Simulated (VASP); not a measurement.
# GaAs (F-43m) in VASP: notebook

The runs below take GaAs through single point, with PBE.

Program: VASP 6.6.1. These are calculated values, not measurements. Logs are shortened: lines on timing, memory, paths and dates and some standing lists are left out, and cuts for length are marked.

## Step 1: The crystal as given

Symmetry: F-43m, No. 216, cubic system. The conventional cell has a = 5.654 Å, b = 5.654 Å, c = 5.654 Å, α = 90.00°, β = 90.00°, γ = 90.00°. As (site symmetry -43m) is surrounded by 4 Ga at 2.45 Å. Around Ga (site symmetry -43m) lie 4 As at 2.45 Å.

## Step 2: Single point, PBE, spin-orbit coupling, no magnetisation

INCAR reads:

```
SYSTEM = GaAs
PREC = Accurate
ENCUT = 350
EDIFF = 1E-7
ISMEAR = 0
SIGMA = 0.02
LREAL = Auto
LASPH = .TRUE.
NELM = 100
ALGO = Normal
ISIF = 2
LWAVE = .FALSE.
LCHARG = .FALSE.
MAGMOM = 0 0 0 0 0 0
LORBIT = 11
LSORBIT = .TRUE.
GGA_COMPAT = .FALSE.
GGA = PE
NBANDS = 34
```

KPOINTS reads:

```
regular mesh
0
G
  7 7 7
  0 0 0
```

POSCAR reads:

```
GaAs
1.0
    0.0000000000      2.8268500000      2.8268500000
    2.8268500000      0.0000000000      2.8268500000
    2.8268500000      2.8268500000      0.0000000000
As Ga
1 1
Direct
    0.7500000000      0.7500000000      0.7500000000
    0.0000000000      0.0000000000      0.0000000000
```

Potentials or basis: VASP PAW PBE potentials, release 64 (As, Ga_d).

Started as:

```bash
$ cat potpaw_PBE.64/As/POTCAR potpaw_PBE.64/Ga_d/POTCAR > POTCAR
$ mpirun -np 1 vasp_ncl > vasp.out
```

OUTCAR:

```text
SYSTEM = GaAs
   PREC = Accurate
   ENCUT = 350
   EDIFF = 1E-7
   ISMEAR = 0
   LREAL = Auto
   LASPH = .TRUE.
   NELM = 100
   ISIF = 2
   LORBIT = 11
   LSORBIT = .TRUE.
   GGA = PE

 Found     30 irreducible k-points:

 Following reciprocal coordinates:
            Coordinates               Weight
  0.000000  0.000000  0.000000      1.000000
  0.142857  0.000000  0.000000      4.000000
 -0.142857  0.000000  0.000000      4.000000
  0.285714  0.000000  0.000000      4.000000
 -0.285714  0.000000  0.000000      4.000000
  0.428571  0.000000  0.000000      4.000000
   k-points           NKPTS =     30   k-points in BZ     NKDIM =     30   number of bands    NBANDS=     34
   number of dos      NEDOS =    301   number of ions     NIONS =      2
   total plane-waves  NPLWV =  13824
   dimension x,y,z NGX =    24 NGY =   24 NGZ =   24
   dimension x,y,z NGXF=    48 NGYF=   48 NGZF=   48
   ions per type =               1   1
   NGX,Y,Z   is equivalent  to a cutoff of   9.98,  9.98,  9.98 a.u.
   NGXF,Y,Z  is equivalent  to a cutoff of  19.96, 19.96, 19.96 a.u.
 SYSTEM =  GaAs
   PREC   = accura    normal or accurate (medium, high low for compatibility)
   ISTART =      0    job   : 0-new  1-cont  2-samecut
   ICHARG =      2    charge: 1-file 2-atom 10-const
   ISPIN  =      1    spin polarized calculation?
   LNONCOLLINEAR =      T non collinear calculations
   LSORBIT =      T    spin-orbit coupling
   LASPH  =      T    aspherical Exc in radial PAW
   ENCUT  =  350.0 eV  25.72 Ry    5.07 a.u.   6.10  6.10  6.10*2*pi/ulx,y,z
   NELM   =    100;   NELMIN=  2; NELMDL= -5     # of ELM steps
   EDIFF  = 0.1E-06   stopping-criterion for ELM
   LREAL  =      T    real-space projection
   EDIFFG = 0.1E-05   stopping-criterion for IOM
   NSW    =      0    number of steps for IOM
   IBRION =     -1    ionic relax: 0-MD 1-quasi-New 2-CG
   NFREE  =      0    steps in history (QN), initial steepest desc. (CG)
   ISIF   =      2    stress and relaxation
   ISYM   =      2    0-nonsym 1-usesym 2-fastsym
   POTIM  = 0.5000    time-step for ionic-motion
   TEBEG  =    0.0;   TEEND  =   0.0 temperature during run
   PSTRESS=    0.0 pullay stress
   NELECT =      18.0000    total number of electrons
   NUPDOWN=      -1.0000    fix difference up-down
   EMIN   =  10.00;   EMAX   =-10.00  energy-range for DOS
   EFERMI =   0.00;   METHOD = LEGACY
   ISMEAR =     0;   SIGMA  =   0.02  broadening in eV -4-tet -1-fermi 0-gaus
   EFERMI_NEDOS =   21; number of points for ismear=-14 and -15
   IALGO  =     38    algorithm
   IMIX   =      4    mixing-type and parameters
     AMIX     =   0.40;   BMIX     =  1.00
     AMIX_MAG =   1.60;   BMIX_MAG =  1.00
  volume/ion in A,a.u.               =      22.59       152.44
  Fermi-wavevector in a.u.,A,eV,Ry     =   1.204628  2.276417 19.743799  1.451128
  Thomas-Fermi vector in A             =   2.340347
   LORBIT       =     11    0 simple, 1 ext, 2 COOP (PROOUT), +10 PAW based schemes
   GGA     = PE    functional components
   LHFCALC =     F    Hartree Fock is set to
   AEXX    =    0.0000 exact exchange contribution
   IVDW    =     0    specifies the selected vdW correction
   LEPSILON=     F    determine dielectric tensor
   LRPA    =     F    only Hartree local field effects (RPA)
 Gauss-broadening in eV      SIGMA  =   0.02
  energy-cutoff  :      350.00
  volume of cell :       45.18
 maximum number of plane-waves:      1366
   NGX = 13   NGY = 13   NGZ = 13

 number of electron      18.0000029 magnetization       0.0000000      0.0000000      0.0000000

 number of electron      18.0000029 magnetization      -0.0000000     -0.0000000     -0.0000000

 number of electron      18.0000029 magnetization       0.0000000      0.0000000     -0.0000000

 number of electron      18.0000029 magnetization      -0.0000000      0.0000000     -0.0000000

 Free energy of the ion-electron system (eV)
  ---------------------------------------------------
  ext. energy  EPLUGINS =         0.00000000
  ---------------------------------------------------
  free energy    TOTEN  =        -8.25937152 eV

  energy without entropy =       -8.25937152  energy(sigma->0) =       -8.25937152

 E-fermi :   4.1567     XC(G=0):  -9.5859

 val. band max:        4.0437752481   @ k =   0.0000   0.0000   0.0000
 cond. band min:       4.4545918867   @ k =   0.0000   0.0000   0.0000
 fundamental gap:      0.4108166386
 Fermi energy:         4.1567048099

 k-point     1 :       0.0000    0.0000    0.0000
  band No.  band energies     occupation
      1     -11.1114      1.00000
      2     -11.1114      1.00000
      3     -11.1114      1.00000
      4     -11.1114      1.00000
      5     -10.6867      1.00000
      6     -10.6867      1.00000
[... 22 lines left out ...]
     29      14.0566      0.00000
     30      14.0566      0.00000

 k-point     2 :       0.1429    0.0000    0.0000
  band No.  band energies     occupation
      1     -11.1158      1.00000
      2     -11.1158      1.00000
      3     -11.1129      1.00000
      4     -11.1079      1.00000
      5     -10.6899      1.00000
      6     -10.6899      1.00000
[... 22 lines left out ...]
     29      13.0898      0.00000
     30      13.0898      0.00000

 k-point     3 :      -0.1429    0.0000    0.0000
  band No.  band energies     occupation
      1     -11.1158      1.00000
      2     -11.1158      1.00000
      3     -11.1129      1.00000
      4     -11.1079      1.00000
      5     -10.6899      1.00000
      6     -10.6899      1.00000
[... 22 lines left out ...]
     29      13.0898      0.00000
     30      13.0898      0.00000

 k-point     4 :       0.2857    0.0000    0.0000
  band No.  band energies     occupation
      1     -11.1259      1.00000
      2     -11.1259      1.00000
      3     -11.1114      1.00000
      4     -11.1051      1.00000
      5     -10.6949      1.00000
      6     -10.6949      1.00000
[... 22 lines left out ...]
     29      13.1432      0.00000
     30      13.1432      0.00000

 k-point     5 :      -0.2857    0.0000    0.0000
  band No.  band energies     occupation
      1     -11.1259      1.00000
      2     -11.1259      1.00000
      3     -11.1114      1.00000
      4     -11.1051      1.00000
      5     -10.6949      1.00000
      6     -10.6949      1.00000
[... 22 lines left out ...]
     29      13.1432      0.00000
     30      13.1432      0.00000

 k-point     6 :       0.4286    0.0000    0.0000
  band No.  band energies     occupation
      1     -11.1346      1.00000
      2     -11.1346      1.00000
      3     -11.1082      1.00000
      4     -11.1054      1.00000
      5     -10.6972      1.00000
      6     -10.6972      1.00000
[... 22 lines left out ...]
     29      14.8988      0.00000
     30      14.8988      0.00000

 [... further k-points ...]

 [bands above 30 left out]

------------------------ aborting loop because EDIFF is reached ----------------------------------------

  FORCE on cell =-STRESS in cart. coord.  units (eV):
  Direction    XX          YY          ZZ          XY          YZ          ZX
  --------------------------------------------------------------------------------------
  -------------------------------------------------------------------------------------
  Total        0.9268165      0.9268165      0.9268165     -0.0000000      0.0000000     -0.0000000
  in kB       32.8674540     32.8674540     32.8674540     -0.0000000      0.0000000     -0.0000000
  external PRESSURE =      32.8674540 kB  Pullay stress =       0.0000000 kB

 VOLUME and BASIS-vectors are now :
 -----------------------------------------------------------------------------
  energy-cutoff  :      350.00
  volume of cell :       45.18
      direct lattice vectors                 reciprocal lattice vectors
     0.000000000  2.826850000  2.826850000    -0.176875321  0.176875321  0.176875321
     2.826850000  0.000000000  2.826850000     0.176875321 -0.176875321  0.176875321
     2.826850000  2.826850000  0.000000000     0.176875321  0.176875321 -0.176875321

 POSITION                                       TOTAL-FORCE (eV/Angst)
 -----------------------------------------------------------------------------------
      4.24027      4.24027      4.24027        -0.000000     -0.000000     -0.000000
      0.00000      0.00000      0.00000         0.000000      0.000000      0.000000
 -----------------------------------------------------------------------------------
    total drift:                               -0.000003     -0.000003     -0.000003

  FREE ENERGIE OF THE ION-ELECTRON SYSTEM (eV)
  ---------------------------------------------------
  free  energy   TOTEN  =        -8.2593715237 eV

  energy  without entropy=       -8.2593715237  energy(sigma->0) =       -8.25937152

 Spin-Orbit-Coupling matrix elements

 Ion:    1  E_soc:     -0.0237450
 l=   1
     0.0000000    -0.0039499    -0.0039499
    -0.0039499     0.0000000    -0.0039499
    -0.0039499    -0.0039499     0.0000000
 l=   2
     0.0000000    -0.0000038     0.0000000    -0.0000038    -0.0000038
    -0.0000038     0.0000000    -0.0000029    -0.0000038    -0.0000010
     0.0000000    -0.0000029     0.0000000    -0.0000029     0.0000000
    -0.0000038    -0.0000038    -0.0000029     0.0000000    -0.0000010
    -0.0000038    -0.0000010     0.0000000    -0.0000010     0.0000000
 l=   3
     0.0000000     0.0000000     0.0000000     0.0000000     0.0000000     0.0000000     0.0000000
     0.0000000     0.0000000     0.0000000     0.0000000     0.0000000     0.0000000     0.0000000
     0.0000000     0.0000000     0.0000000     0.0000000     0.0000000     0.0000000     0.0000000
     0.0000000     0.0000000     0.0000000     0.0000000     0.0000000     0.0000000     0.0000000
     0.0000000     0.0000000     0.0000000     0.0000000     0.0000000     0.0000000     0.0000000
     0.0000000     0.0000000     0.0000000     0.0000000     0.0000000     0.0000000     0.0000000
     0.0000000     0.0000000     0.0000000     0.0000000     0.0000000     0.0000000     0.0000000

 Ion:    2  E_soc:     -0.0119386
 l=   1
     0.0000000    -0.0011576    -0.0011576
    -0.0011576     0.0000000    -0.0011576
    -0.0011576    -0.0011576     0.0000000
 l=   2
     0.0000000    -0.0001659     0.0000000    -0.0001659    -0.0006662
    -0.0001659     0.0000000    -0.0004997    -0.0001659    -0.0001666
     0.0000000    -0.0004997     0.0000000    -0.0004997     0.0000000
    -0.0001659    -0.0001659    -0.0004997     0.0000000    -0.0001666
    -0.0006662    -0.0001666     0.0000000    -0.0001666     0.0000000
 l=   3
     0.0000000     0.0000000     0.0000000     0.0000000     0.0000000     0.0000000     0.0000000
     0.0000000     0.0000000     0.0000000     0.0000000     0.0000000     0.0000000     0.0000000
     0.0000000     0.0000000     0.0000000     0.0000000     0.0000000     0.0000000     0.0000000
     0.0000000     0.0000000     0.0000000     0.0000000     0.0000000     0.0000000     0.0000000
     0.0000000     0.0000000     0.0000000     0.0000000     0.0000000     0.0000000     0.0000000
     0.0000000     0.0000000     0.0000000     0.0000000     0.0000000     0.0000000     0.0000000
     0.0000000     0.0000000     0.0000000     0.0000000     0.0000000     0.0000000     0.0000000

 total charge

# of ion       s       p       d       tot
------------------------------------------
    1        1.208   1.602   0.031   2.841
    2        0.881   0.803   9.993  11.677
--------------------------------------------------
tot          2.088   2.405  10.024  14.518

 magnetization (x)

# of ion       s       p       d       tot
------------------------------------------
    1        0.000   0.000   0.000   0.000
    2        0.000   0.000  -0.000   0.000
--------------------------------------------------
tot          0.000   0.000  -0.000   0.000

 magnetization (y)

# of ion       s       p       d       tot
------------------------------------------
    1        0.000   0.000  -0.000   0.000
    2        0.000  -0.000  -0.000  -0.000
--------------------------------------------------
tot          0.000   0.000  -0.000   0.000

 magnetization (z)

# of ion       s       p       d       tot
------------------------------------------
    1        0.000  -0.000  -0.000  -0.000
    2       -0.000   0.000   0.000  -0.000
--------------------------------------------------
tot         -0.000   0.000   0.000  -0.000
```

Run time: 39 s. Hardware: 1 thread of Intel Xeon Platinum 8559C (Emerald Rapids), shared host; peak memory 0.21 GiB.

The run converged, but some of its settings lie outside the range that counts as converged, so its numbers aren't taken as properties of the crystal.

What came out:

* Free energy: -8.2594 eV
* Pressure: 3.3 GPa
* Valence electrons inside the program's atomic spheres: As 2.84; Ga 11.68

Caveat: the cutoff is under 1.25 times the usual one of these potentials, so pressure, stress and relaxed cells hold a basis-set (Pulay) error.

## Step 3: Single point, PBE, spin-orbit coupling, no magnetisation

INCAR, as its differences from that of step 2:

```diff
@@ -5,4 +5,4 @@
 ISMEAR = 0
-SIGMA = 0.02
-LREAL = Auto
+SIGMA = 0.2
+LREAL = .FALSE.
 LASPH = .TRUE.
```

KPOINTS is that of step 2.

POSCAR is that of step 2.

Potentials or basis: VASP PAW PBE potentials, release 64 (As, Ga_d).

Started as:

```bash
$ cat potpaw_PBE.64/As/POTCAR potpaw_PBE.64/Ga_d/POTCAR > POTCAR
$ mpirun -np 1 vasp_ncl > vasp.out
```

Run time: 24 s. Hardware: 1 thread of Intel Xeon Platinum 8559C (Emerald Rapids), shared host; peak memory 0.2 GiB.

The run converged, but some of its settings lie outside the range that counts as converged, so its numbers aren't taken as properties of the crystal.

What came out:

* Free energy: -8.2587 eV
* Pressure: 3.3 GPa
* Valence electrons inside the program's atomic spheres: As 2.84; Ga 11.68

Caveat: the cutoff is under 1.25 times the usual one of these potentials, so pressure, stress and relaxed cells hold a basis-set (Pulay) error.

[end of part 1 of 2]
